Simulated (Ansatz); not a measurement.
# TiC/AlN/TiC under bias, part 2 of 2

What current flows through TiC/AlN/TiC, and is the curve linear and symmetric? Both electrodes are TiC rock salt(111); the barrier is AlN wurtzite(0001) (whole bilayers). In the first transport cell, after relaxation, the nearest pair of electrode and barrier is C–N at 2.96 Å, at a slant, at the lower face and C–Al at 2.02 Å, along the normal, at the upper one. All share a net of side 3.062 Å, which strains the lower electrode by +0.0 % and the barrier by -2.2 %, against typed lattice constants near PBE's. The first steps treat the bulk electrodes alone.

Ansatz 0.2.0; PBE DFT, plane waves, PAW files (the session's first sound run).

So far. Step 3 (Relaxation): The largest force component on a free atom ends at 0.029 eV/Å. At one or more of this run's solves the program warned of density in the dipole ramp over its bound, where dipole, forces and levels can be off. Step 4 (Current under bias): All 5 points reached self-consistency. On every other mesh point the currents change by up to 15 %. The leads' potential repeats within 85 meV, on the large side, so longer leads could move the currents.

### Step 5. T(E) of the junction

This step: PBE DFT, plane waves, PAW files; ballistic transmission by layer matching between semi-infinite leads (Ansatz 0.2.0).

System of this step: TiC/AlN/TiC. The cell holds 34 atoms: 16 C, 14 Ti, 2 N and 2 Al. Cell: a = 3.062 Å, b = 3.062 Å, c = 55.724 Å, α = 90.0°, β = 90.0°, γ = 120.0°. Regions: left electrode, 15 atoms (8 C and 7 Ti); barrier, 4 atoms (2 N and 2 Al); right electrode, 15 atoms (8 C and 7 Ti). Vacuum lies along c.

The relaxed core is set between ideal electrode layers (this cell holds 4 atomic planes between the electrodes; where that differs from the relaxed slab, whole periods were copied in or cut out without a new relaxation), which the solver continues as semi-infinite leads. A wide energy window on a coarse mesh (12×12) shows where the Fermi level lies against the barrier's bands; the projected density of states shows how far the metals' states reach in.

The input, input.yaml:

```yaml
crystal:
  lattice:
    - [3.062, 0.0, 0.0]
    - [-1.531, 2.6517697864, 0.0]
    - [0.0, 0.0, 55.724035666]
  atoms:
    - { symbol: C, position: [0.66666667, 0.33333333, 0.1256190424] }
    - { symbol: Ti, position: [0.0, 0.0, 0.1480752335] }
    - { symbol: C, position: [0.33333333, 0.66666667, 0.1705314246] }
    - { symbol: Ti, position: [0.66666667, 0.33333333, 0.1929876157] }
    - { symbol: C, position: [0.0, 0.0, 0.2154438068] }
    - { symbol: Ti, position: [0.33333333, 0.66666667, 0.2378999979] }
    - { symbol: C, position: [0.66666667, 0.33333333, 0.260356189] }
    - { symbol: Ti, position: [0.0, 0.0, 0.2828123801] }
    - { symbol: C, position: [0.33333333, 0.66666667, 0.3052685712] }
    - { symbol: Ti, position: [0.66666667, 0.33333333, 0.3277247623] }
    - { symbol: C, position: [0.0, 0.0, 0.3501809534] }
    - { symbol: Ti, position: [0.33333333, 0.66666667, 0.3726371445] }
    - { symbol: C, position: [0.66666667, 0.33333333, 0.3950933356] }
    - { symbol: Ti, position: [0.0, 0.0, 0.4175495267] }
    - { symbol: C, position: [0.33333333, 0.66666667, 0.4332129865] }
    - { symbol: "N", position: [0.66666667, 0.33333333, 0.4758725603] }
    - { symbol: Al, position: [0.0, 0.0, 0.4830599443] }
    - { symbol: "N", position: [0.0, 0.0, 0.5183431377] }
    - { symbol: Al, position: [0.66666667, 0.33333333, 0.5296586979] }
    - { symbol: C, position: [0.66666667, 0.33333333, 0.5659563532] }
    - { symbol: Ti, position: [0.0, 0.0, 0.5824504733] }
    - { symbol: C, position: [0.33333333, 0.66666667, 0.6049066644] }
    - { symbol: Ti, position: [0.66666667, 0.33333333, 0.6273628555] }
    - { symbol: C, position: [0.0, 0.0, 0.6498190466] }
    - { symbol: Ti, position: [0.33333333, 0.66666667, 0.6722752377] }
    - { symbol: C, position: [0.66666667, 0.33333333, 0.6947314288] }
    - { symbol: Ti, position: [0.0, 0.0, 0.7171876199] }
    - { symbol: C, position: [0.33333333, 0.66666667, 0.739643811] }
    - { symbol: Ti, position: [0.66666667, 0.33333333, 0.7621000021] }
    - { symbol: C, position: [0.0, 0.0, 0.7845561932] }
    - { symbol: Ti, position: [0.33333333, 0.66666667, 0.8070123843] }
    - { symbol: C, position: [0.66666667, 0.33333333, 0.8294685754] }
    - { symbol: Ti, position: [0.0, 0.0, 0.8519247665] }
    - { symbol: C, position: [0.33333333, 0.66666667, 0.8743809576] }
kpoints:
  mp_grid: { grid: [12, 12, 1] }
scf:
  occupations: { method: fermi_dirac, width: 0.1 }
  max_iter: 150
hamiltonian:
  xc: pbe
output:
  transmission:
    kmesh: [12, 12]
    e_range: [-4, 2]
    de: 0.1
    leads: [[6, 8], [26, 28]]
  dos: { projected: true, e_range: [-6, 5], de: 0.05 }
  write_potential: true
  write_density: true
  volumetric_format: npy
```

Command:

```bash
$ ansatz run input.yaml --threads 8 --pin off --max-ram 16384MiB --backend cpu --events-out ev --progress --plain --runs-dir out
```

Wall time 2 min (8 threads of Arm Neoverse N1, shared host); peak memory 3.6 GiB.

Numbers from this step:

```yaml
free_energy: -40864.8312 eV
fermi_energy: 8.517 eV
level_to_which_the_leads_are_filled: 0 eV from the Fermi level
transmission_at_the_fermi_level_a_spin_zone_mean: 0.1064
channels_of_the_lower_lead: 0.3333
channels_of_the_upper_lead: 0.3333
potential_step_in_the_lower_lead: 24.1 meV
potential_step_in_the_upper_lead: 31.8 meV
```

One spin. The transmission, zone mean by energy, zero at the Fermi level:

energy (eV), transmission, zone mean and a bar:
```
    -4.00      0.240 #############
    -3.80      0.329 ###################
    -3.70      0.303 #################
    -3.40      0.211 ############
    -3.10      0.348 ####################
    -2.90      0.447 #########################
    -2.60      0.408 #######################
    -2.30      0.529 ##############################
    -2.00      0.334 ###################
    -1.70      0.393 ######################
    -1.40      0.277 ################
    -1.10      0.265 ###############
    -0.90      0.175 ##########
    -0.60      0.052 ###
    -0.30      0.040 ##
     0.00      0.106 ######
     0.20      0.164 #########
     0.30      0.053 ###
     0.60      0.016 #
     0.90      0.007 
     1.10      0.006 
     1.40      0.004 
     1.70      0.008 
     2.00      0.006
```

One spin. Table of open channels, zone mean by energy, zero at the Fermi level:

```tsv
energy (eV)	lower lead	upper lead
-4.00	1.15	1.07
-3.80	1.03	1.03
-3.60	0.944	0.944
-3.40	0.590	0.590
-3.20	0.674	0.674
-3.00	1.22	1.17
-2.80	1.40	1.35
-2.60	1.56	1.56
-2.30	2.10	2.10
-2.10	1.98	1.98
-1.90	1.69	1.69
-1.70	1.48	1.48
-1.50	1.42	1.42
-1.30	1.17	1.17
-1.10	0.958	0.958
-0.90	0.875	0.875
-0.70	0.75	0.75
-0.50	0.583	0.583
-0.30	0.375	0.375
-0.10	0.292	0.292
0.00	0.333	0.333
0.10	0.458	0.375
0.30	0.5	0.5
0.60	0.583	0.583
0.80	0.854	0.854
1.00	0.965	0.965
1.20	1.01	1.09
1.40	0.965	1.01
1.60	1.26	1.26
1.80	1.31	1.31
2.00	1.35	1.31
```

Transmission over k1 and k2. At 0.0000 eV from the Fermi level.

Ten even steps from '_' (0.000) to '@' (0.791):
```
__--________--__________
____::______::__________
______::____::__________
________@@__@@__________
__________%%%%__________
##--::::@@%%@@%%@@::::--
____________%%%%________
____________@@__@@______
____________::____::____
____________::______::__
____________--________--
##__________##__________
```
Columns: k1 (b1) from -0.5 to 0.417; rows upwards: k2 (b2) from -0.5 to 0.417.

Open channels of the lower lead over k1 and k2. At 0.0000 eV from the Fermi level.

Ten even steps from '_' (0.00) to '@' (3.00):
```
__--________--__________
____--______--__________
______--____--__________
________--__--__________
__________@@@@__________
----------@@@@@@--------
____________@@@@________
____________--__--______
____________--____--____
____________--______--__
____________--________--
--__________--__________
```
Columns: k1 (b1) from -0.5 to 0.417; rows upwards: k2 (b2) from -0.5 to 0.417.

Projected DOS an atom over height of the atomic layer and energy from the Fermi level. Layers: C Ti C Ti C Ti C Ti C Ti C Ti C Ti C AlN N Al C Ti C Ti C Ti C Ti C Ti C Ti C Ti C; projections on atoms miss part of the total, and the computed bands can run out at the top of the range; a column is the mean of 3 neighbouring layers, the last of those left over.

Ten even steps from '_' (0.00 states/eV) to '@' (1.45 states/eV), each cell a mean:
```
::++--**..__..++::++::
::==::==..__..==::==::
..--::--..__..--::--..
..::..::..____::..::..
::........____......::
##....::##::==......##
--____..**::==..____--
==......==::--......==
--..::....--==......--
------::::++--::--::--
==----------====----++
++++++++====++++**++++
++@@%%%%++==++@@%%@@++
**%%%%%%**--++##%%##++
========**::==--==--==
::::--::----==------::
::======--::----====::
::------::::..------::
..::::::..==::::::::..
__......__==........__
__________::__________
______________________
```
Columns: height of the atomic layer (Å) from 8.25 to 47.5 (not evenly spaced); rows upwards: energy from the Fermi level (eV) from -6 to 2.25.

At the Fermi level the transmission is 0.11, as a zone mean for one spin on this coarse mesh. At the Fermi level the layers of this cell's barrier hold from 0.034 to 0.61 states an eV and atom. In the worse lead the potential repeats within 32 meV, which the program flags as too much for a lead, so G carries that doubt.

### Step 6. A repeat with changed settings

This step: PBE DFT, plane waves, PAW files; current against voltage, self-consistent between two reservoirs; changed: scf.occupations = null (Ansatz 0.2.0).

System of this step: TiC/AlN/TiC. The cell holds 38 atoms: 18 C, 16 Ti, 2 N and 2 Al. Cell: a = 3.062 Å, b = 3.062 Å, c = 60.729 Å, α = 90.0°, β = 90.0°, γ = 120.0°. Regions: left electrode, 17 atoms (9 C and 8 Ti); barrier, 4 atoms (2 N and 2 Al); right electrode, 17 atoms (9 C and 8 Ti). Vacuum lies along c.

This run repeats an earlier one, its twin (the current run, 4 atomic planes between the electrodes), with two settings changed (scf.occupations.method, scf.occupations.width; files written aside). The setting was drawn as a possible misstep, on purpose. Where the input is shown as a difference, that is against the step before, not the twin.

The input, input.yaml:

```yaml
crystal:
  lattice:
    - [3.062, 0.0, 0.0]
    - [-1.531, 2.6517697864, 0.0]
    - [0.0, 0.0, 60.7294340405]
  atoms:
    - { symbol: C, position: [0.0, 0.0, 0.1152653587] }
    - { symbol: Ti, position: [0.33333333, 0.66666667, 0.1358706816] }
    - { symbol: C, position: [0.66666667, 0.33333333, 0.1564760044] }
    - { symbol: Ti, position: [0.0, 0.0, 0.1770813272] }
    - { symbol: C, position: [0.33333333, 0.66666667, 0.19768665] }
    - { symbol: Ti, position: [0.66666667, 0.33333333, 0.2182919729] }
    - { symbol: C, position: [0.0, 0.0, 0.2388972957] }
    - { symbol: Ti, position: [0.33333333, 0.66666667, 0.2595026185] }
    - { symbol: C, position: [0.66666667, 0.33333333, 0.2801079414] }
    - { symbol: Ti, position: [0.0, 0.0, 0.3007132642] }
    - { symbol: C, position: [0.33333333, 0.66666667, 0.321318587] }
    - { symbol: Ti, position: [0.66666667, 0.33333333, 0.3419239098] }
    - { symbol: C, position: [0.0, 0.0, 0.3625292327] }
    - { symbol: Ti, position: [0.33333333, 0.66666667, 0.3831345555] }
    - { symbol: C, position: [0.66666667, 0.33333333, 0.4037398783] }
    - { symbol: Ti, position: [0.0, 0.0, 0.4243452012] }
    - { symbol: C, position: [0.33333333, 0.66666667, 0.4387176584] }
    - { symbol: "N", position: [0.66666667, 0.33333333, 0.4778611751] }
    - { symbol: Al, position: [0.0, 0.0, 0.4844561656] }
    - { symbol: "N", position: [0.0, 0.0, 0.5168312726] }
    - { symbol: Al, position: [0.66666667, 0.33333333, 0.5272141897] }
    - { symbol: C, position: [0.66666667, 0.33333333, 0.5605201454] }
    - { symbol: Ti, position: [0.0, 0.0, 0.5756547988] }
    - { symbol: C, position: [0.33333333, 0.66666667, 0.5962601217] }
    - { symbol: Ti, position: [0.66666667, 0.33333333, 0.6168654445] }
    - { symbol: C, position: [0.0, 0.0, 0.6374707673] }
    - { symbol: Ti, position: [0.33333333, 0.66666667, 0.6580760902] }
    - { symbol: C, position: [0.66666667, 0.33333333, 0.678681413] }
    - { symbol: Ti, position: [0.0, 0.0, 0.6992867358] }
    - { symbol: C, position: [0.33333333, 0.66666667, 0.7198920586] }
    - { symbol: Ti, position: [0.66666667, 0.33333333, 0.7404973815] }
    - { symbol: C, position: [0.0, 0.0, 0.7611027043] }
    - { symbol: Ti, position: [0.33333333, 0.66666667, 0.7817080271] }
    - { symbol: C, position: [0.66666667, 0.33333333, 0.80231335] }
    - { symbol: Ti, position: [0.0, 0.0, 0.8229186728] }
    - { symbol: C, position: [0.33333333, 0.66666667, 0.8435239956] }
    - { symbol: Ti, position: [0.66666667, 0.33333333, 0.8641293184] }
    - { symbol: C, position: [0.0, 0.0, 0.8847346413] }
kpoints:
  mp_grid: { grid: [12, 12, 1] }
scf:
  max_iter: 150
hamiltonian:
  xc: pbe
output:
  current_voltage:
    bias: [0.2, 1.2, -0.2, -1.2]
    kmesh: [24, 24]
    leads: [[7, 9], [29, 31]]
    electrode_ends: [16, 21]
  write_potential: true
  write_density: true
  volumetric_format: npy
```

Wall time 0.03 s (8 threads); peak memory 0.023 GiB.

The input was rejected at the start.

The program's message: “Error: YAML parse error: `scf.occupations.method` is required: fixed only where the cell keeps a band gap throughout the run, explicit beside scf.occupations.values (under evaluate: without them), els …”

The change that led to it: scf.occupations = null.

### Step 7. What came out

```json
{
 "conductance at zero bias": "8.6e13 S/m²",
 "current density at -1.2 V": "-7.3e13 A/m²",
 "current density at -0.2 V": "-1.5e13 A/m²",
 "current density at +0.2 V": "1.4e13 A/m²",
 "current density at +1.2 V": "6.6e13 A/m²"
}
```

**Reading.** At 1.2 V the junction carries 6.6e13 A/m². Against the linear law (zero-bias conductance times bias) the currents are 0.71 (-1.2 V), 0.86 (-0.2 V), 0.80 (+0.2 V) and 0.64 (+1.2 V) times as large. At the Fermi level the layers of the barrier in the wide-window run (4 planes) hold from 0.034 to 0.61 states an eV and atom. The forward current is 0.93 times the reverse one at ±0.2 V and 0.91 times the reverse one at ±1.2 V. On every other mesh point the current differs by up to 15 %, and the leads' misfit reaches 85 meV; ratios near 1 within such errors aren't resolved. Between 72 and 86 % of the bias drops across the junction. No spin-orbit coupling, phonons, disorder or image charges enter; the interfaces are ordered, one cell wide and lattice-matched by strain. Semilocal gaps are too small, which can bring a band edge of the barrier nearer to the Fermi level than it is.

[Logs are printed without paths, hosts, clocks, repeated set-up lines and the standing remarks that a program may print on its own settings, such as how far it seeks lower states.]

[Hosts, paths, dates, database ids (printed as entryN), source tags and the programs' standing remarks are cut or masked in the printed files.]
